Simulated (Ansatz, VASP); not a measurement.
## MgS: VASP beside Ansatz

```
CELL_PARAMETERS angstrom
3.64543 0.00000 0.00000
-1.82272 3.15704 0.00000
0.00000 0.00000 5.84491
ATOMIC_POSITIONS crystal
Mg 0.00000 0.00000 0.00000
Mg 0.00000 0.00000 0.50000
S 0.33333 0.66667 0.25000
S 0.66667 0.33333 0.75000
```

Change from the starting cell: uniaxial_z strain -4.9%.

Alike in both runs: task single point; functional PBE; k mesh 12 × 12 × 4; occupations fermi-dirac, width 0.02 eV; no spin polarisation.

```csv
,VASP,Ansatz
version,VASP 6.6.1,Ansatz 0.2.0
potentials or method,"VASP PAW PBE potentials, release 64 (Mg, S)","plane waves, PAW"
plane-wave cutoff (eV),520,420
valence electrons in the cell,16,32
```

Ansatz gave:

| Quantity | Value |
| --- | --- |
| gap on the k mesh at the Fermi level (eV) | 3.50 |
| pressure (GPa) | 5.9 |
| largest component of the traceless stress (GPa) | 5.35 |

Task: Estimate VASP's values.

Result: gap on the k mesh at the Fermi level (eV): 3.49; pressure (GPa): 5.5; largest component of the traceless stress (GPa): 5.32.

The two sets of potentials don't hold the same shells in valence.

A k mesh can miss the band edges.
